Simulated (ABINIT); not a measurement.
Here is an ABINIT 10.8.3 (patched build) calculation.

Contents of run.abi:

```
pp_dirpath "./"
pseudos "Ti.upf, O.upf"

acell 3*1.0
rprim
     5.5168664482     0.0000000000     0.0000000000
    -2.7584332241     4.7777464934     0.0000000000
     0.0000000000     0.0000000000     8.9062792254
ntypat 2
znucl 22 8
natom 3
typat 1 1 2
xred
     0.3333333333     0.6666666667     0.7212600000
     0.6666666667     0.3333333333     0.2787400000
     0.0000000000     0.0000000000     0.0000000000

ecut 42.0

kptopt 1
ngkpt 10 10 6
nshiftk 1
shiftk 0.0 0.0 0.0

ixc -116133

nband 19
occopt 3
tsmear 0.05 eV

nstep 100
tolvrs 1.0e-10

iomode 3
prtwf 0
prtden 0
prteig 0
prtebands 0
```

Potentials or basis: PseudoDojo NC SR PBEsol v0.4.1 standard.

The run is started by

```sh
$ abinit run.abi > log 2>&1
```

(1) Estimate the band gap on the k mesh.

(2) Predict the pressure.

(3) Predict the largest force.

Answers

(1) none (metal or under the smearing width).

(2) 4.2 GPa.

(3) 1.348 eV/Å.

Caveat: semilocal functionals often make such compounds metallic where correlation or magnetic order opens a gap, which also shifts bond lengths; forces of over 1 eV/Å show positions far from the minimum, so gaps and moduli don't describe the material at rest.
